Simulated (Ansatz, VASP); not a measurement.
# Cross-check of GaN between VASP and Ansatz, part 2 of 2

Aim: how closely do two programs agree when they are given the same cell, functional and k mesh? The structure shown comes from an earlier Ansatz run, which isn't shown and may have moved the atoms alone.

VASP 6.6.1 and Ansatz 0.2.0.

So far: The structure; Ansatz: elastic constants, LDA.

**3. VASP: elastic constants, LDA**

Level of this step: LDA; plane waves and PAW (Ga_d, N) (VASP).

The same cell, functional (in two slightly different forms), mesh and smearing now go to VASP, with its own data sets.

Lines of VASP's logs that name or quote its potential files are left out, and so is its time.

File INCAR:

```
SYSTEM = GaN
PREC = Accurate
ENCUT = 600
EDIFF = 1E-08
NELM = 120
ISMEAR = 0
SIGMA = 0.02
LREAL = .FALSE.
ALGO = Normal
GGA = CA
NBANDS = 24
LORBIT = 11
LWAVE = .FALSE.
LCHARG = .FALSE.
ISIF = 3
IBRION = 6
NFREE = 2
POTIM = 0.015
NSW = 1
LASPH = .TRUE.
GGA_COMPAT = .FALSE.
EFERMI = MIDGAP
KPAR = 2
```

File POSCAR:

```
GaN
1.0
    3.1943112206      0.0000000000      0.0000000000
   -1.5971556103      2.7663546646      0.0000000000
    0.0000000000      0.0000000000      5.0442753525
Ga N
2 2
Direct
    0.3333333333      0.6666666667      0.0028662071
    0.6666666667      0.3333333333      0.5028662071
    0.3333333333      0.6666666667      0.3821337929
    0.6666666667      0.3333333333      0.8821337929
```

File KPOINTS:

```
Automatic mesh
0
Gamma
2 2 2
0 0 0
```

Potentials, in the order of the species: Ga_d and N (LDA family, release 64).

Run with:

```bash
$ mpirun -np 2 vasp_std
```

Numbers of over 12 decimals in the logs are rounded to 6 here.

Log:

```text
[banner, memory and clock lines left out]
running    2 mpi-ranks, on    1 nodes
 distrk:  each k-point on    1 cores,    2 groups
 distr:  one band on    1 cores,    1 groups

 POSCAR found type information on POSCAR GaN
 POSCAR found :  2 types and       4 ions
 LDA part: xc-table for (Slater(with rela. corr.)+CA(PZ))
 , standard interpolation
 POSCAR, INCAR and KPOINTS ok, starting setup
 FFT: planning ... GRIDC
 FFT: planning ... GRID_SOFT
 FFT: planning ... GRID
 WAVECAR not read
 entering main loop
       N       E                     dE             d eps       ncg     rms          rms(c)
DAV:   1     0.293984076297E+03    0.29398E+03   -0.19835E+04   208   0.308E+03
DAV:   2     0.327161155528E+01   -0.29071E+03   -0.27604E+03   224   0.550E+02
DAV:   3    -0.301235034224E+02   -0.33395E+02   -0.33168E+02   216   0.150E+02
DAV:   4    -0.311456048935E+02   -0.10221E+01   -0.10189E+01   248   0.282E+01
DAV:   5    -0.311667984727E+02   -0.21194E-01   -0.21191E-01   224   0.352E+00    0.115E+01
DAV:   6    -0.262717932283E+02    0.48950E+01   -0.15929E+01   320   0.586E+01    0.334E+00
DAV:   7    -0.263152727443E+02   -0.43480E-01   -0.17558E+00   208   0.907E+00    0.275E+00
DAV:   8    -0.262640379056E+02    0.51235E-01   -0.26340E-01   320   0.638E+00    0.895E-01
DAV:   9    -0.262454762011E+02    0.18562E-01   -0.84210E-02   328   0.470E+00    0.262E-01
DAV:  10    -0.262462087677E+02   -0.73257E-03   -0.44799E-03   248   0.587E-01    0.812E-02
DAV:  11    -0.262460054863E+02    0.20328E-03   -0.13090E-03   280   0.615E-01    0.158E-02
DAV:  12    -0.262460114747E+02   -0.59884E-05   -0.11498E-04   264   0.103E-01    0.910E-03
DAV:  13    -0.262460116082E+02   -0.13355E-06   -0.14139E-05   232   0.266E-02    0.105E-03
DAV:  14    -0.262460116740E+02   -0.65766E-07   -0.77920E-07   280   0.760E-03    0.178E-03
DAV:  15    -0.262460116753E+02   -0.12542E-08   -0.51748E-08   224   0.175E-03
   1 F= -.26246012E+02 E0= -.26246012E+02  d E =0.000000E+00
[... from here on, the cycles between the ionic steps are left out ...]
   2 F= -.26237216E+02 E0= -.26237216E+02  d E =0.000000E+00
   3 F= -.26228810E+02 E0= -.26228810E+02  d E =0.000000E+00
  13 F= -.26242564E+02 E0= -.26242564E+02  d E =0.000000E+00
  14 F= -.26244478E+02 E0= -.26244478E+02  d E =0.000000E+00
  15 F= -.26244478E+02 E0= -.26244478E+02  d E =0.000000E+00
  16 F= -.26243331E+02 E0= -.26243331E+02  d E =0.000000E+00
  17 F= -.26243837E+02 E0= -.26243837E+02  d E =0.000000E+00
  18 F= -.26244485E+02 E0= -.26244485E+02  d E =0.000000E+00
  19 F= -.26244485E+02 E0= -.26244485E+02  d E =0.000000E+00
  20 F= -.26244229E+02 E0= -.26244229E+02  d E =0.000000E+00
 Finite differences progress:
  Degree of freedom:  10/ 10
  Displacement:        1/  2
  Total:              19/ 20
 bond charge predicted
       N       E                     dE             d eps       ncg     rms          rms(c)
DAV:   1    -0.262421003170E+02    0.21285E-02   -0.36424E+00   192   0.992E+00    0.241E-01
DAV:   2    -0.262442545609E+02   -0.21542E-02   -0.50091E-02   232   0.314E+00    0.145E-01
DAV:   3    -0.262437025594E+02    0.55200E-03   -0.41425E-03   200   0.602E-01    0.396E-02
DAV:   4    -0.262437455195E+02   -0.42960E-04   -0.73202E-04   248   0.197E-01    0.207E-02
DAV:   5    -0.262437424417E+02    0.30778E-05   -0.14558E-05   256   0.825E-02    0.123E-02
DAV:   6    -0.262437412009E+02    0.12408E-05   -0.48065E-06   248   0.296E-02    0.171E-03
DAV:   7    -0.262437412390E+02   -0.38158E-07   -0.68415E-07   224   0.167E-02    0.673E-04
DAV:   8    -0.262437412439E+02   -0.48976E-08   -0.70775E-08   232   0.235E-03
  21 F= -.26243741E+02 E0= -.26243741E+02  d E =0.000000E+00
 Finite differences progress:
  Degree of freedom:  10/ 10
  Displacement:        2/  2
  Total:              20/ 20
```

From OUTCAR (step 3):

```text
ion  position               nearest neighbor table
   1  0.333  0.667  0.003-   3 1.91   4 1.94   4 1.94   4 1.94
   2  0.667  0.333  0.503-   4 1.91   3 1.94   3 1.94   3 1.94
   3  0.333  0.667  0.382-   1 1.91   2 1.94   2 1.94   2 1.94
   4  0.667  0.333  0.882-   2 1.91   1 1.94   1 1.94   1 1.94

  LATTYP: Found a hexagonal cell.
 ALAT       =     3.1943112206
 C/A-ratio  =     1.5791433596

 Subroutine GETGRP returns: Found 12 space group operations
 (whereof  6 operations were pure point group operations)

The static configuration has the point symmetry C_3v.
 The point group associated with its full space group is C_6v.

 Found      4 irreducible k-points:

   k-points           NKPTS =      4   k-points in BZ     NKDIM =      4   number of bands    NBANDS=     24

   dimension x,y,z NGX =    28 NGY =   28 NGZ =   40
   dimension x,y,z NGXF=    56 NGYF=   56 NGZF=   80

   ENCUT  =  600.0 eV  44.10 Ry    6.64 a.u.   6.38  6.38 10.07*2*pi/ulx,y,z

   NELECT =      36.0000    total number of electrons

 k-points in reciprocal lattice and weights: Automatic mesh
   0.00000000  0.00000000  0.00000000       0.125
   0.50000000  0.00000000  0.00000000       0.375
   0.00000000  0.00000000  0.50000000       0.125
   0.50000000  0.00000000  0.50000000       0.375

 average (electrostatic) potential at core
       1 -64.4927       2 -64.5146       3 -61.1560       4 -61.1594

 E-fermi :   6.6231

 k-point     1 :       0.0000    0.0000    0.0000
  band No.  band energies     occupation
    ...
     14       4.3932      2.00000
     15       4.3932      2.00000
     16       5.6162      2.00000
     17       5.6162      2.00000
     18       5.6298      2.00000
     19       7.6163      0.00000
     20       9.3874      0.00000
     21      14.9266      0.00000
     22      14.9266      0.00000
     23      14.9435      0.00000
    ...

 k-point     2 :       0.5000    0.0000    0.0000
  band No.  band energies     occupation
    ...
     14       0.1965      2.00000
     15       1.1210      2.00000
     16       2.5807      2.00000
     17       3.2083      2.00000
     18       4.6127      2.00000
     19      10.0990      0.00000
     20      11.0876      0.00000
     21      11.6351      0.00000
     22      14.3024      0.00000
     23      15.6852      0.00000
    ...

 k-point     3 :       0.0000    0.0000    0.5000
  band No.  band energies     occupation
    ...
     14       1.8028      2.00000
     15       4.9753      2.00000
     16       4.9753      2.00000
     17       5.0018      2.00000
     18       5.0018      2.00000
     19       9.6796      0.00000
     20       9.6947      0.00000
     21      13.9337      0.00000
     22      14.1258      0.00000
     23      15.4598      0.00000
    ...

  Total        0.1768761      0.1768761      0.5375807      0.0000000     -0.0000000      0.0000000
  in kB        6.3576391      6.3576391     19.3228155      0.0000000     -0.0000000      0.0000000
  external PRESSURE =      10.6793646 kB  Pullay stress =       0.0000000 kB

  energy-cutoff  :      600.00
  volume of cell :       44.57
      direct lattice vectors                 reciprocal lattice vectors
     3.194311221  0.000000000  0.000000000     0.313056534  0.180743274  0.000000000
    -1.597155610  2.766354665  0.000000000     0.000000000  0.361486549  0.000000000
     0.000000000  0.000000000  5.044275352     0.000000000  0.000000000  0.198244531

 POSITION                                       TOTAL-FORCE (eV/Angst)
 -----------------------------------------------------------------------------------
     -0.00000      1.84424      0.01446        -0.000000      0.000000     -0.145100
      1.59716      0.92212      2.53660        -0.000000      0.000000     -0.085848
     -0.00000      1.84424      1.91259         0.000000      0.000000      0.292597
      1.59716      0.92212      4.44973         0.000000     -0.000000     -0.061649
 -----------------------------------------------------------------------------------
    total drift:                               -0.000000     -0.000000     -0.000792

  FREE ENERGIE OF THE ION-ELECTRON SYSTEM (eV)
  ---------------------------------------------------
  free  energy   TOTEN  =       -26.2437412439 eV

  energy  without entropy=      -26.2437412439  energy(sigma->0) =      -26.24374124

  SYMMETRIZED ELASTIC MODULI (kBar)
 Direction    XX          YY          ZZ          XY          YZ          ZX
 --------------------------------------------------------------------------------
 XX        4144.6671    950.3074    757.6674      0.0000      0.0000      0.0000
 YY         950.3074   4144.6671    757.6674      0.0000      0.0000      0.0000
 ZZ         757.6674    757.6674   4936.5814      0.0000      0.0000      0.0000
 XY           0.0000      0.0000      0.0000   1597.1798      0.0000     -0.0000
 YZ           0.0000      0.0000      0.0000     -0.0000   1104.8997      0.0000
 ZX          -0.0000      0.0000      0.0000      0.0000      0.0000   1104.8999
 --------------------------------------------------------------------------------

 Eigenvectors and eigenvalues of the dynamical matrix
 ----------------------------------------------------

   1 f  =   20.110645 THz   126.358908 2PiTHz  670.818906 cm-1    83.170907 meV
             X         Y         Z           dx          dy          dz
     -0.000000  1.844236  0.014458    -0.000000   -0.000000    0.064781
      1.597156  0.922118  2.536596    -0.000000   -0.000000   -0.064781
     -0.000000  1.844236  1.927588    -0.000000   -0.000000   -0.704133
      1.597156  0.922118  4.449726     0.000000    0.000000    0.704133

   2 f  =   16.674715 THz   104.770325 2PiTHz  556.208628 cm-1    68.961050 meV
             X         Y         Z           dx          dy          dz
     -0.000000  1.844236  0.014458    -0.246271    0.000001    0.000000
      1.597156  0.922118  2.536596     0.246271   -0.000001    0.000000
     -0.000000  1.844236  1.927588    -0.662835    0.000004   -0.000000
      1.597156  0.922118  4.449726     0.662835   -0.000004   -0.000000

   3 f  =   16.674715 THz   104.770325 2PiTHz  556.208628 cm-1    68.961050 meV
             X         Y         Z           dx          dy          dz
     -0.000000  1.844236  0.014458     0.000001    0.246271   -0.000000
      1.597156  0.922118  2.536596    -0.000001   -0.246271   -0.000000
     -0.000000  1.844236  1.927588     0.000004    0.662835    0.000000
      1.597156  0.922118  4.449726    -0.000004   -0.662835    0.000000

   4 f  =   16.567279 THz   104.095286 2PiTHz  552.624953 cm-1    68.516731 meV
             X         Y         Z           dx          dy          dz
     -0.000000  1.844236  0.014458    -0.289211   -0.000000    0.000000
      1.597156  0.922118  2.536596    -0.289211   -0.000000    0.000000
     -0.000000  1.844236  1.927588     0.645258    0.000000   -0.000000
      1.597156  0.922118  4.449726     0.645258    0.000000   -0.000000

   5 f  =   16.567279 THz   104.095286 2PiTHz  552.624953 cm-1    68.516731 meV
             X         Y         Z           dx          dy          dz
     -0.000000  1.844236  0.014458    -0.000000    0.289211   -0.000000
      1.597156  0.922118  2.536596    -0.000000    0.289211   -0.000000
     -0.000000  1.844236  1.927588     0.000000   -0.645258    0.000000
      1.597156  0.922118  4.449726     0.000000   -0.645258    0.000000

   6 f  =   16.516304 THz   103.775001 2PiTHz  550.924612 cm-1    68.305916 meV
             X         Y         Z           dx          dy          dz
     -0.000000  1.844236  0.014458     0.000000    0.000000    0.289093
      1.597156  0.922118  2.536596     0.000000    0.000000    0.289093
     -0.000000  1.844236  1.927588    -0.000000   -0.000000   -0.645310
      1.597156  0.922118  4.449726    -0.000000   -0.000000   -0.645310

   7 f  =   10.158358 THz    63.826849 2PiTHz  338.846365 cm-1    42.011576 meV
             X         Y         Z           dx          dy          dz
     -0.000000  1.844236  0.014458    -0.000000    0.000000    0.704133
      1.597156  0.922118  2.536596    -0.000000    0.000000   -0.704133
     -0.000000  1.844236  1.927588    -0.000000    0.000000    0.064781
      1.597156  0.922118  4.449726    -0.000000   -0.000000   -0.064781

   8 f  =    4.277744 THz    26.877858 2PiTHz  142.690181 cm-1    17.691320 meV
             X         Y         Z           dx          dy          dz
     -0.000000  1.844236  0.014458     0.662835   -0.000003    0.000000
      1.597156  0.922118  2.536596    -0.662835    0.000003    0.000000
     -0.000000  1.844236  1.927588    -0.246271    0.000001    0.000000
      1.597156  0.922118  4.449726     0.246271   -0.000001    0.000000

   9 f  =    4.277744 THz    26.877858 2PiTHz  142.690181 cm-1    17.691320 meV
             X         Y         Z           dx          dy          dz
     -0.000000  1.844236  0.014458     0.000003    0.662835   -0.000000
      1.597156  0.922118  2.536596    -0.000003   -0.662835   -0.000000
     -0.000000  1.844236  1.927588    -0.000001   -0.246271   -0.000000
      1.597156  0.922118  4.449726     0.000001    0.246271   -0.000000

  10 f/i=    0.001274 THz     0.008007 2PiTHz    0.042508 cm-1     0.005270 meV
             X         Y         Z           dx          dy          dz
     -0.000000  1.844236  0.014458    -0.641395   -0.070499   -0.000000
      1.597156  0.922118  2.536596    -0.641395   -0.070499   -0.000000
     -0.000000  1.844236  1.927588    -0.287479   -0.031598   -0.000000
      1.597156  0.922118  4.449726    -0.287479   -0.031598   -0.000000

  11 f/i=    0.001274 THz     0.008007 2PiTHz    0.042508 cm-1     0.005270 meV
             X         Y         Z           dx          dy          dz
     -0.000000  1.844236  0.014458    -0.070499    0.641395   -0.000000
      1.597156  0.922118  2.536596    -0.070499    0.641395   -0.000000
     -0.000000  1.844236  1.927588    -0.031598    0.287479   -0.000000
      1.597156  0.922118  4.449726    -0.031598    0.287479   -0.000000

  12 f/i=    0.001738 THz     0.010918 2PiTHz    0.057963 cm-1     0.007186 meV
             X         Y         Z           dx          dy          dz
     -0.000000  1.844236  0.014458    -0.000000    0.000000    0.645310
      1.597156  0.922118  2.536596    -0.000000    0.000000    0.645310
     -0.000000  1.844236  1.927588    -0.000000    0.000000    0.289093
      1.597156  0.922118  4.449726    -0.000000    0.000000    0.289093

 ELASTIC MODULI CONTR FROM IONIC RELAXATION (kBar)
 Direction    XX          YY          ZZ          XY          YZ          ZX
 --------------------------------------------------------------------------------
 XX        -507.1306    272.0116    359.3645     -0.0000     -0.0000     -0.0000
 YY         272.0116   -507.1306    359.3645      0.0000      0.0000      0.0000
 ZZ         359.3645    359.3645  -1098.5319      0.0000     -0.0000      0.0000
 XY          -0.0000      0.0000      0.0000   -389.5711     -0.0000      0.0000
 YZ           0.0000      0.0000     -0.0000     -0.0000   -137.6898     -0.0000
 ZX          -0.0000      0.0000      0.0000      0.0000     -0.0000   -137.6898
 --------------------------------------------------------------------------------

 TOTAL ELASTIC MODULI (kBar)
 Direction    XX          YY          ZZ          XY          YZ          ZX
 --------------------------------------------------------------------------------
 XX        3637.5365   1222.3190   1117.0319     -0.0000     -0.0000     -0.0000
 YY        1222.3190   3637.5365   1117.0319      0.0000      0.0000      0.0000
 ZZ        1117.0319   1117.0319   3838.0495      0.0000     -0.0000      0.0000
 XY          -0.0000      0.0000      0.0000   1207.6088     -0.0000      0.0000
 YZ           0.0000      0.0000     -0.0000     -0.0000    967.2099     -0.0000
 ZX          -0.0000      0.0000      0.0000      0.0000     -0.0000    967.2102
 --------------------------------------------------------------------------------

 total charge
# of ion       s       p       d       tot
------------------------------------------
    1        0.763   0.951  10.204  11.917
    2        0.763   0.951  10.204  11.917
    3        1.163   2.583   0.000   3.746
    4        1.163   2.583   0.000   3.746
--------------------------------------------------
tot          3.852   7.068  20.407  31.326

[... 1 further part left out ...]
```

CONTCAR:

```
GaN
   1.00000000000000
     3.1943112205999999    0.0000000000000000    0.0000000000000000
    -1.5971556103000000    2.7663546646000001    0.0000000000000000
     0.0000000000000000    0.0000000000000000    5.0442753524999997
  Ga              N
     2     2
Direct
     0.3333333332999970    0.6666666667000030    0.0028662070999985
     0.6666666667000030    0.3333333332999970    0.5028662070999985
     0.3333333332999970    0.6666666667000029    0.3791601249394339
     0.6666666667000030    0.3333333332999970    0.8821337928999995
```

The last energy, forces, stress and levels in OUTCAR belong to the last displaced cell, not to the cell of POSCAR.

Levels, forces or a CONTCAR printed for this step are those of its last displaced cell, not of the structure at rest.

**4. Differences**

Known differences besides the potentials themselves: the two LDA forms differ slightly; the cutoff is 420 eV in Ansatz and 600 eV in VASP; VASP's log shows a relativistic correction to its local exchange, Ansatz's none; VASP takes each elastic constant from one size of strain, Ansatz from those that its log lists. Total energies have different zeros and are not compared.

Both answers:

```tsv
quantity	Ansatz	VASP	difference
C11 (GPa)	359.6	363.8	-1.13 %
C22 (GPa)	359.6	363.8	-1.13 %
C33 (GPa)	380.6	383.8	-0.84 %
C12 (GPa)	118.6	122.2	-2.98 %
C13 (GPa)	108.5	111.7	-2.83 %
C23 (GPa)	108.5	111.7	-2.83 %
C44 (GPa)	98.4	96.7	+1.74 %
C55 (GPa)	98.4	96.7	+1.74 %
C66 (GPa)	120.5	120.8	-0.19 %
```

**5. What came out**

```yaml
difference_in_c12_elastic_constants_lda: -3.0 %
```

**Reading.** The difference in C12 is -3.0 % (elastic constants, LDA), within the 5 % picked in this series as the mark of a large difference. Such differences can come from data sets, numerical settings and the points named under the comparisons, not from the functional's error against experiment.

[Lines on the potential files, build, host, timing and source positions are cut from VASP's logs without a mark.]

[Logs are printed without paths, hosts, clocks, repeated set-up lines and the standing remarks that a program may print on its own settings, such as how far it seeks lower states.]

[Hosts, paths, dates, database ids (printed as entryN), source tags and the programs' standing remarks are cut or masked in the printed files.]
